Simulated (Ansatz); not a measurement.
# 4 guesses for TiO2 and where they end

Level of theory: Ansatz, DFT PBE, scalar-relativistic, plane waves, PAW. Settings: cutoff 420 eV, Γ-centred meshes spaced at most about 0.3 Å⁻¹ (2π included), Gaussian smearing. No spin polarisation in the final relaxations.

Each guess was relaxed in cell and atoms at zero pressure, within the symmetry of its start. These are static total energies at zero pressure. Coordination counts O atoms around Ti (those within 1.25 times the shortest such distance or 1.15 times the sum of covalent radii).

```csv
guess,made from,start group,V start (Å³/atom),end group,V end (Å³/atom),coordination at the end,gap on mesh (eV),E over the lowest end (meV/atom)
1,random cell,P3m1,11.1,P-3m1 (cadmium iodide),14.2,Ti 6,2.66,143
2,a cell as deposited in COD,P4_2/mnm,10.4,P4_2/mnm (rutile),10.6,Ti 6,1.86,32
3,a cell as deposited in COD,I4_1/amd,11.4,I4_1/amd (anatase),11.7,Ti 6,2.13,0
4,random cell,P-6m2,12.0,?,?,?,?,?
```

Guess 4 as it starts:

```cif
data_structure
_symmetry_space_group_name_H-M 'P 1'
_symmetry_Int_Tables_number 1
_cell_length_a 3.0118
_cell_length_b 3.0118
_cell_length_c 4.5973
_cell_angle_alpha 90.000
_cell_angle_beta 90.000
_cell_angle_gamma 120.000
_cell_volume 36.12
loop_
_atom_site_label
_atom_site_type_symbol
_atom_site_fract_x
_atom_site_fract_y
_atom_site_fract_z
_atom_site_occupancy
Ti1 Ti 0.00000 0.00000 0.00000 1
O1 O 0.33333 0.66667 0.33938 1
O2 O 0.33333 0.66667 0.66062 1
```

**Question.** Fill in the missing row: what does this guess relax into, and where does it rank?

**Answer.** It ends in space group P-6m2 (No. 187), with a = 2.882 Å, c = 6.021 Å, 14.4 Å³/atom and a gap of 1.10 eV; its coordination is Ti 6. It lies 0.60 eV/atom over the lowest end, above guess 1 and so the highest of the set. Counting O atoms around Ti, this end and the lowest (guess 3) both have Ti 6.

```cif
data_structure
_symmetry_space_group_name_H-M 'P 1'
_symmetry_Int_Tables_number 1
_cell_length_a 2.8821
_cell_length_b 2.8821
_cell_length_c 6.0207
_cell_angle_alpha 90.000
_cell_angle_beta 90.000
_cell_angle_gamma 120.000
_cell_volume 43.31
loop_
_atom_site_label
_atom_site_type_symbol
_atom_site_fract_x
_atom_site_fract_y
_atom_site_fract_z
_atom_site_occupancy
Ti1 Ti 0.00000 0.00000 0.00000 1
O1 O 0.33333 0.66667 0.18711 1
O2 O 0.33333 0.66667 0.81289 1
```

The zero of energy is the elements' standard structures at the same level (O₂ as a molecule); no fitted shifts are applied.

**Question.** Is the lowest end bound against the elements?

**Answer.** Yes: its formation energy is −3.049 eV/atom. Whether it is stable depends on the other phases of the system, which aren't compared here.

No dispersion correction is applied, so the spacing and binding between layers, chains or molecules are poorly described (P-3m1, P-6m2), and this can change margins and order among such cells. Kohn–Sham gaps at this level usually fall short of measured ones. With atoms moved at random, I4_1/amd came back. Other cells relaxed within their symmetry can be saddle points. Some types were kept out of the candidates beforehand, so the set may lack a known form.
